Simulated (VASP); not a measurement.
# InP: how numerical settings change the zone-centre modes

Aim: test the modes of InP against the numerical settings. The starting structure is a measured crystal structure from the Crystallography Open Database.

Method: Kohn-Sham DFT with plane waves and PAW; LDA, in VASP 6.6.1.

## (1) Set-up

It takes space group F-43m (No. 216, cubic). The conventional cell has a = 5.869 Å, b = 5.869 Å, c = 5.869 Å, α = 90.00°, β = 90.00°, γ = 90.00°. Nearest to In lie 4 P at 2.54 Å. P has 4 In at 2.54 Å nearest. Farther neighbours are not listed.

## (2) Reference modes

The cell comes from a relaxation at this level, not shown (49.50 Å³).

Input file INCAR:

```
SYSTEM = InP
PREC = Accurate
ENCUT = 450
EDIFF = 1E-08
NELM = 100
ISMEAR = 0
SIGMA = 0.03
LREAL = .FALSE.
ALGO = Normal
GGA = CA
NBANDS = 15
LORBIT = 11
LWAVE = .FALSE.
LCHARG = .FALSE.
KPAR = 8
IBRION = 8
LEPSILON = .TRUE.
LPEAD = .TRUE.
ISIF = 2
```

Input file POSCAR:

```
InP
1.0
    0.0000000000      2.9142891894      2.9142891894
    2.9142891894      0.0000000000      2.9142891894
    2.9142891894      2.9142891894      0.0000000000
In P
1 1
Direct
    0.0000000000      0.0000000000      0.0000000000
    0.7500000000      0.7500000000      0.7500000000
```

Input file KPOINTS:

```
Automatic mesh
0
Gamma
10 10 10
0 0 0
```

Potentials, in the order of the species: In_d and P (LDA family, release 64).

Command:

```sh
$ mpirun -np 8 vasp_std
```

The program printed:

```text
[banner, memory and clock lines left out]
running    8 mpi-ranks, on    1 nodes
 distrk:  each k-point on    1 cores,    8 groups
 distr:  one band on    1 cores,    1 groups

 POSCAR found type information on POSCAR InP
 POSCAR found :  2 types and       2 ions
|                                                                             |
|           W    W    AA    RRRRR   N    N  II  N    N   GGGG   !!!           |
|           W    W   A  A   R    R  NN   N  II  NN   N  G    G  !!!           |
|           W    W  A    A  R    R  N N  N  II  N N  N  G       !!!           |
|           W WW W  AAAAAA  RRRRR   N  N N  II  N  N N  G  GGG   !            |
|           WW  WW  A    A  R   R   N   NN  II  N   NN  G    G                |
|           W    W  A    A  R    R  N    N  II  N    N   GGGG   !!!           |
|                                                                             |
|     For optimal performance we recommend to set                             |
|       NCORE = 2 up to number-of-cores-per-socket                            |
|     NCORE specifies how many cores store one orbital (NPAR=cpu/NCORE).      |
|     This setting can greatly improve the performance of VASP for DFT.       |
|     The default, NCORE=1 might be grossly inefficient on modern             |
|     multi-core architectures or massively parallel machines. Do your        |
|     Unfortunately you need to use the default for GW and RPA                |
|     calculations (for HF NCORE is supported but not extensively tested      |
|     yet).                                                                   |
|                                                                             |

 LDA part: xc-table for (Slater(with rela. corr.)+CA(PZ))
 , standard interpolation
 POSCAR, INCAR and KPOINTS ok, starting setup
 FFT: planning ... GRIDC
 FFT: planning ... GRID_SOFT
 FFT: planning ... GRID
 WAVECAR not read
 entering main loop
       N       E                     dE             d eps       ncg     rms          rms(c)
DAV:   1     0.109135037286E+03    0.10914E+03   -0.79130E+03  1424   0.124E+03
DAV:   2    -0.265260563558E+01   -0.11179E+03   -0.10757E+03  1564   0.299E+02
DAV:   3    -0.990975906305E+01   -0.72572E+01   -0.72240E+01  1802   0.783E+01
DAV:   4    -0.101075450874E+02   -0.19779E+00   -0.19773E+00  1793   0.141E+01
DAV:   5    -0.101172249069E+02   -0.96798E-02   -0.96796E-02  2111   0.264E+00    0.597E+00
DAV:   6    -0.972271648823E+01    0.39451E+00   -0.61259E-01  2244   0.137E+01    0.357E+00
DAV:   7    -0.967980420741E+01    0.42912E-01   -0.15270E-01  1996   0.331E+00    0.119E+00
DAV:   8    -0.967457445089E+01    0.52298E-02   -0.13907E-02  1921   0.145E+00    0.399E-01
DAV:   9    -0.967433430372E+01    0.24015E-03   -0.11484E-03  1893   0.412E-01    0.182E-01
DAV:  10    -0.967436459992E+01   -0.30296E-04   -0.15393E-04  2196   0.143E-01    0.115E-01
DAV:  11    -0.967436826632E+01   -0.36664E-05   -0.27462E-05  2185   0.832E-02    0.655E-02
DAV:  12    -0.967436590102E+01    0.23653E-05   -0.51710E-06  1837   0.227E-02    0.125E-02
DAV:  13    -0.967436587187E+01    0.29151E-07   -0.37270E-07  1726   0.352E-03    0.107E-02
DAV:  14    -0.967436584484E+01    0.27028E-07   -0.40375E-08  1830   0.312E-03    0.325E-03
DAV:  15    -0.967436583299E+01    0.11851E-07   -0.36308E-08  1732   0.179E-03    0.801E-04
DAV:  16    -0.967436583306E+01   -0.71168E-10   -0.15734E-09   978   0.264E-04
   1 F= -.96743658E+01 E0= -.96743658E+01  d E =-.917777E-15
 Linear response reoptimize wavefunctions to high precision
DAV:   1    -0.967436583308E+01   -0.18872E-10   -0.25032E-10  1118   0.176E-04
 Linear response to external field (no local field effect), progress :
  Direction:   1
       N       E                     dE             d eps       ncg     rms          rms(c)
RMM:   1    -0.141694980941E+01   -0.14169E+01   -0.59161E+00  1113   0.634E+00
RMM:   2    -0.177488395203E+01   -0.35793E+00   -0.83573E-02  1245   0.189E+00
RMM:   3    -0.177792238472E+01   -0.30384E-02   -0.12123E-02  1444   0.590E-01
RMM:   4    -0.177805710631E+01   -0.13472E-03   -0.53061E-04  1367   0.145E-01
RMM:   5    -0.177806515971E+01   -0.80534E-05   -0.89982E-05  1461   0.600E-02
RMM:   6    -0.177806662422E+01   -0.14645E-05   -0.90612E-06  1419   0.186E-02
RMM:   7    -0.177806655331E+01    0.70912E-07   -0.19593E-06  1435   0.544E-03
RMM:   8    -0.177806670321E+01   -0.14990E-06   -0.46288E-07  1428   0.208E-03
RMM:   9    -0.177806667995E+01    0.23256E-07    0.18373E-06  1445   0.821E-04
RMM:  10    -0.177806669339E+01   -0.13432E-07   -0.12157E-06   881   0.263E-04
RMM:  11    -0.177806668815E+01    0.52309E-08   -0.87790E-07   628   0.138E-04
RMM:  12    -0.177806668844E+01   -0.28447E-09   -0.75751E-07   409   0.871E-05
RMM:  13    -0.177806669139E+01   -0.29490E-08   -0.53262E-07   252   0.727E-05
RMM:  14    -0.177806669199E+01   -0.60587E-09   -0.44890E-07   211   0.679E-05
RMM:  15    -0.177806669180E+01    0.19252E-09   -0.47668E-07   192   0.669E-05
RMM:  16    -0.177806669179E+01    0.78435E-11   -0.46092E-07   184   0.664E-05
 change of polarisation eV/A/(eV/A) component  1 :     3.556     1.905     0.448
 dielectric tensor                  component  1 :    13.999     6.963     1.636
 Linear response to external field (no local field effect), progress :
  Direction:   2
[...]
RMM:  15    -0.148544440109E+01    0.15464E-05   -0.25713E-07  5373   0.870E-05    0.196E-04
RMM:  16    -0.148544404155E+01    0.35954E-06   -0.14627E-08  3035   0.700E-05    0.827E-05
RMM:  17    -0.148544470837E+01   -0.66683E-06   -0.89355E-08  2592   0.664E-05    0.141E-05
RMM:  18    -0.148544463337E+01    0.75004E-07   -0.71445E-08  2370   0.655E-05    0.696E-06
 change of polarisation eV/A/(eV/A) component  2 :     0.733     2.815     0.362
 dielectric tensor                  component  2 :     2.678    11.289     1.322
 Linear response to external field, progress :
  Direction:   3
       N       E                     dE             d eps       ncg     rms          rms(c)
RMM:   1    -0.120165082164E+01   -0.12017E+01   -0.50547E+00  3995   0.605E+00
RMM:   2    -0.149861932769E+01   -0.29697E+00   -0.65604E-02  4483   0.180E+00    0.180E+00
RMM:   3    -0.144248285756E+01    0.56136E-01   -0.35082E-02  8840   0.122E+00    0.106E+00
RMM:   4    -0.147005587938E+01   -0.27573E-01   -0.43936E-02 11115   0.119E+00    0.253E-01
RMM:   5    -0.148186830349E+01   -0.11812E-01   -0.24569E-03  9257   0.352E-01    0.666E-02
RMM:   6    -0.148479869112E+01   -0.29304E-02   -0.42258E-04 10169   0.143E-01    0.499E-02
RMM:   7    -0.148546104646E+01   -0.66236E-03   -0.41201E-05  9693   0.564E-02    0.109E-02
RMM:   8    -0.148546386750E+01   -0.28210E-05   -0.31119E-05 10380   0.226E-02    0.905E-03
RMM:   9    -0.148546555533E+01   -0.16878E-05   -0.10933E-05 11152   0.824E-03    0.772E-03
RMM:  10    -0.148547792575E+01   -0.12370E-04   -0.43382E-06 10824   0.285E-03    0.728E-03
RMM:  11    -0.148547142851E+01    0.64972E-05   -0.18225E-06 10412   0.130E-03    0.499E-03
RMM:  12    -0.148545082704E+01    0.20601E-04   -0.40232E-06 10186   0.606E-04    0.138E-03
RMM:  13    -0.148544940477E+01    0.14223E-05    0.14261E-09  9916   0.224E-04    0.835E-04
RMM:  14    -0.148544549241E+01    0.39124E-05   -0.13568E-06  8429   0.131E-04    0.319E-04
RMM:  15    -0.148544425324E+01    0.12392E-05   -0.26446E-07  5304   0.856E-05    0.190E-04
RMM:  16    -0.148544422866E+01    0.24583E-07   -0.58389E-07  3037   0.692E-05    0.766E-05
RMM:  17    -0.148544483525E+01   -0.60659E-06   -0.40990E-07  2612   0.656E-05    0.134E-05
RMM:  18    -0.148544397681E+01    0.85844E-06   -0.10914E-07  2369   0.648E-05    0.623E-06
 change of polarisation eV/A/(eV/A) component  3 :     0.594     0.603     2.815
 dielectric tensor                  component  3 :     2.173     2.204    11.289
 Linear response DOF=           2
 Linear response progress:
  Degree of freedom:   1/  2
       N       E                     dE             d eps       ncg     rms          rms(c)
RMM:   1    -0.234449170239E+00   -0.23445E+00   -0.65688E-02  6901   0.506E+00
RMM:   2    -0.237151021812E+00   -0.27019E-02   -0.15582E-02  8708   0.110E+00    0.930E-02
RMM:   3    -0.237103108039E+00    0.47914E-04   -0.18808E-03  9545   0.340E-01    0.478E-02
RMM:   4    -0.236913839946E+00    0.18927E-03   -0.23881E-04  9735   0.119E-01    0.239E-02
RMM:   5    -0.236876901650E+00    0.36938E-04   -0.52386E-05 10043   0.427E-02    0.814E-03
RMM:   6    -0.236886641910E+00   -0.97403E-05   -0.67289E-05 10229   0.150E-02    0.233E-03
RMM:   7    -0.236898882098E+00   -0.12240E-04   -0.70246E-05 10181   0.465E-03    0.662E-04
RMM:   8    -0.236890911560E+00    0.79705E-05   -0.13991E-05 10156   0.205E-03    0.341E-04
RMM:   9    -0.236889363844E+00    0.15477E-05   -0.10279E-05 10258   0.955E-04    0.111E-04
RMM:  10    -0.236888860868E+00    0.50298E-06   -0.14476E-06 10179   0.460E-04    0.100E-04
RMM:  11    -0.236888871340E+00   -0.10472E-07   -0.14769E-06 10757   0.254E-04    0.715E-05
RMM:  12    -0.236888807962E+00    0.63378E-07   -0.59503E-07 10547   0.161E-04    0.728E-05
RMM:  13    -0.236888769440E+00    0.38523E-07   -0.20645E-07 10424   0.112E-04    0.145E-05
RMM:  14    -0.236888737011E+00    0.32429E-07    0.28468E-07 10049   0.885E-05    0.118E-05
[...]
RMM:  24    -0.236888735018E+00   -0.16250E-07    0.24384E-07  6447   0.553E-05    0.117E-07
RMM:  25    -0.236888733567E+00    0.14512E-08    0.23971E-07  6299   0.553E-05    0.105E-07
RMM:  26    -0.236888733409E+00    0.15796E-09    0.23887E-07  6189   0.552E-05    0.119E-07
RMM:  27    -0.236888746153E+00   -0.12744E-07    0.23841E-07  6090   0.552E-05    0.129E-07
RMM:  28    -0.236888728177E+00    0.17976E-07    0.23651E-07  6043   0.552E-05    0.104E-07
RMM:  29    -0.236888719449E+00    0.87286E-08    0.23646E-07  5975   0.552E-05    0.105E-07
RMM:  30    -0.236888744553E+00   -0.25105E-07    0.23653E-07  5912   0.552E-05    0.108E-07
RMM:  31    -0.236888745043E+00   -0.48983E-09    0.23599E-07  5858   0.552E-05    0.108E-07
 first order change of Fermi-energy   0.18106E-04
 force on displaced ion       1 direction 1 :  -8.252   0.000   0.000
 Born effective charge ion    1 direction 1 :   2.469   0.000   0.000
 Linear response progress:
  Degree of freedom:   2/  2
       N       E                     dE             d eps       ncg     rms          rms(c)
RMM:   1    -0.502432082157E-01   -0.50243E-01    0.34514E-02 10864   0.184E+00
RMM:   2    -0.482514232854E-01    0.19918E-02   -0.30705E-04  8353   0.654E-01    0.153E-01
RMM:   3    -0.488243493867E-01   -0.57293E-03   -0.15806E-03  9478   0.278E-01    0.586E-02
RMM:   4    -0.490696485275E-01   -0.24530E-03   -0.20929E-04  9634   0.104E-01    0.180E-02
RMM:   5    -0.490994902764E-01   -0.29842E-04   -0.24848E-05 10122   0.332E-02    0.110E-02
RMM:   6    -0.490900168643E-01    0.94734E-05   -0.69818E-06  9905   0.111E-02    0.399E-03
RMM:   7    -0.490898566168E-01    0.16025E-06   -0.53476E-07 10001   0.401E-03    0.177E-03
RMM:   8    -0.490925312864E-01   -0.26747E-05   -0.28868E-07  9971   0.153E-03    0.423E-04
RMM:   9    -0.490926511056E-01   -0.11982E-06    0.59567E-07 10995   0.519E-04    0.232E-04
RMM:  10    -0.490926325136E-01    0.18592E-07    0.15459E-07 10342   0.226E-04    0.621E-05
RMM:  11    -0.490927403907E-01   -0.10788E-06   -0.17411E-07 10655   0.975E-05    0.449E-05
RMM:  12    -0.490927287774E-01    0.11613E-07   -0.88224E-08 10500   0.469E-05    0.473E-05
RMM:  13    -0.490927288776E-01   -0.10026E-09   -0.93181E-08  9542   0.304E-05    0.616E-05
 first order change of Fermi-energy   0.82977E-04
 force on displaced ion       2 direction 1 :  -8.219   0.000   0.000
 Born effective charge ion    2 direction 1 :  -2.471   0.000   0.000
 Born effective charges drift removed
 Linear response finished
```

It took 83 s on 8 MPI ranks of Intel Xeon 6975P-C (Granite Rapids), shared host; peak memory 3.6 GiB; 11 min of CPU time.

The logs omit lines about the potential files and the build; timing stands in the text.

Parts of OUTCAR (step 2):

```text
ion  position               nearest neighbor table
   1  0.000  0.000  0.000-   2 2.52   2 2.52   2 2.52   2 2.52
   2  0.750  0.750  0.750-   1 2.52   1 2.52   1 2.52   1 2.52

  LATTYP: Found a face centered cubic cell.
 ALAT       =     5.8285783788

 Subroutine GETGRP returns: Found 24 space group operations
 (whereof 24 operations were pure point group operations)

The static configuration has the point symmetry T_d .

 Found     47 irreducible k-points:

   k-points           NKPTS =     47   k-points in BZ     NKDIM =     47   number of bands    NBANDS=     15

   dimension x,y,z NGX =    30 NGY =   30 NGZ =   30
   dimension x,y,z NGXF=    60 NGYF=   60 NGZF=   60

   ENCUT  =  450.0 eV  33.07 Ry    5.75 a.u.   7.13  7.13  7.13*2*pi/ulx,y,z

   NELECT =      18.0000    total number of electrons

 k-points in reciprocal lattice and weights: Automatic mesh
   0.00000000  0.00000000  0.00000000       0.001
   0.10000000  0.00000000  0.00000000       0.008
   0.20000000  0.00000000  0.00000000       0.008
   0.30000000  0.00000000  0.00000000       0.008
   0.40000000  0.00000000  0.00000000       0.008
   0.50000000  0.00000000  0.00000000       0.004
   0.10000000  0.10000000  0.00000000       0.006
   0.20000000  0.10000000  0.00000000       0.024
   0.30000000  0.10000000  0.00000000       0.024
[...]
-0.30000000  0.40000000  0.20000000       0.024
  -0.30000000  0.50000000  0.20000000       0.012

 average (electrostatic) potential at core
       1 -95.0712       2 -83.8425

  Total        0.0015312      0.0015312      0.0015312      0.0000000      0.0000000      0.0000000
  in kB        0.0495574      0.0495574      0.0495574      0.0000000      0.0000000      0.0000000
  external PRESSURE =       0.0495574 kB  Pullay stress =       0.0000000 kB

  energy-cutoff  :      450.00
  volume of cell :       49.50
      direct lattice vectors                 reciprocal lattice vectors
     0.000000000  2.914289189  2.914289189    -0.171568423  0.171568423  0.171568423
     2.914289189  0.000000000  2.914289189     0.171568423 -0.171568423  0.171568423
     2.914289189  2.914289189  0.000000000     0.171568423  0.171568423 -0.171568423

 POSITION                                       TOTAL-FORCE (eV/Angst)
 -----------------------------------------------------------------------------------
      0.00000      0.00000      0.00000        -0.000000      0.000000      0.000000
      4.37143      4.37143      4.37143         0.000000     -0.000000     -0.000000
 -----------------------------------------------------------------------------------
    total drift:                                0.000000      0.000000      0.000000

 MACROSCOPIC STATIC DIELECTRIC TENSOR (including local field effects in DFT)
 ------------------------------------------------------
          11.288709    -0.000000    -0.000000
           0.000000    11.288709    -0.000000
          -0.000000     0.000000    11.288709
 ------------------------------------------------------

 PIEZOELECTRIC TENSOR (including local field effects)  for field in x, y, z        (C/m^2)
          XX          YY          ZZ          XY          YZ          ZX
  --------------------------------------------------------------------------------
  x     0.00000    -0.00000    -0.00000     0.00000     0.80189     0.00000
  y     0.00000    -0.00000     0.00000     0.00000     0.00000     0.80189
  z    -0.00000     0.00000     0.00000     0.80189     0.00000     0.00000

 BORN EFFECTIVE CHARGES (including local field effects) (in |e|, cummulative output)
 ---------------------------------------------------------------------------------
 ion    1
    1     2.47258     0.00000     0.00000
    2     0.00000     2.47258     0.00000
    3     0.00000     0.00000     2.47258
 ion    2
    1    -2.47258     0.00000     0.00000
    2     0.00000    -2.47258     0.00000
    3     0.00000     0.00000    -2.47258

 Eigenvectors and eigenvalues of the dynamical matrix
 ----------------------------------------------------

   1 f  =    9.078261 THz    57.040396 2PiTHz  302.818193 cm-1    37.544654 meV
             X         Y         Z           dx          dy          dz
      0.000000  0.000000  0.000000    -0.461651    0.000000    0.000000
      4.371434  4.371434  4.371434     0.887062    0.000000    0.000000

   2 f  =    9.078261 THz    57.040396 2PiTHz  302.818193 cm-1    37.544654 meV
             X         Y         Z           dx          dy          dz
      0.000000  0.000000  0.000000     0.000000    0.461651    0.000000
      4.371434  4.371434  4.371434     0.000000   -0.887062    0.000000

   3 f  =    9.078261 THz    57.040396 2PiTHz  302.818193 cm-1    37.544654 meV
             X         Y         Z           dx          dy          dz
      0.000000  0.000000  0.000000     0.000000    0.000000   -0.461651
      4.371434  4.371434  4.371434     0.000000    0.000000    0.887062

   4 f/i=    0.007444 THz     0.046772 2PiTHz    0.248302 cm-1     0.030786 meV
             X         Y         Z           dx          dy          dz
      0.000000  0.000000  0.000000     0.000000   -0.887062    0.000000
      4.371434  4.371434  4.371434     0.000000   -0.461651    0.000000

   5 f/i=    0.007444 THz     0.046772 2PiTHz    0.248302 cm-1     0.030786 meV
             X         Y         Z           dx          dy          dz
      0.000000  0.000000  0.000000     0.000000    0.000000    0.887062
      4.371434  4.371434  4.371434     0.000000    0.000000    0.461651

   6 f/i=    0.007444 THz     0.046772 2PiTHz    0.248302 cm-1     0.030786 meV
             X         Y         Z           dx          dy          dz
      0.000000  0.000000  0.000000    -0.887062    0.000000    0.000000
      4.371434  4.371434  4.371434    -0.461651    0.000000    0.000000

 MACROSCOPIC STATIC DIELECTRIC TENSOR IONIC CONTRIBUTION
 ------------------------------------------------------
           2.713678     0.000000     0.000000
           0.000000     2.713678     0.000000
           0.000000     0.000000     2.713678
 ------------------------------------------------------

 ELASTIC MODULI CONTR FROM IONIC RELAXATION (kBar)
 Direction    XX          YY          ZZ          XY          YZ          ZX
 --------------------------------------------------------------------------------
 XX          -0.0000     -0.0000      0.0000     -0.0000      0.0000     -0.0000
 YY          -0.0000     -0.0000     -0.0000     -0.0000     -0.0000     -0.0000
 ZZ           0.0000     -0.0000     -0.0000      0.0000     -0.0000     -0.0000
 XY          -0.0000     -0.0000      0.0000   -248.9782      0.0000      0.0000
 YZ           0.0000     -0.0000     -0.0000      0.0000   -248.9782      0.0000
 ZX          -0.0000     -0.0000     -0.0000      0.0000      0.0000   -248.9782
 --------------------------------------------------------------------------------

 PIEZOELECTRIC TENSOR IONIC CONTR  for field in x, y, z        (C/m^2)
          XX          YY          ZZ          XY          YZ          ZX
  --------------------------------------------------------------------------------
  x     0.00000    -0.00000    -0.00000     0.00000    -0.77345     0.00000
  y    -0.00000    -0.00000    -0.00000     0.00000     0.00000    -0.77345
  z    -0.00000    -0.00000     0.00000    -0.77345     0.00000     0.00000
```

Energies printed during the response cycles are not total energies of the cell.

Reference: the zone-centre mode is T2 302.8 cm⁻¹.

(Continued in part 2 of 2.)

[Lines on the potential files, build, host, timing and source positions are cut from VASP's logs without a mark.]

[Logs are printed without paths, hosts, clocks, repeated set-up lines and the standing remarks that a program may print on its own settings, such as how far it seeks lower states.]

[Hosts, paths, dates, database ids (printed as entryN), source tags and the programs' standing remarks are cut or masked in the printed files.]
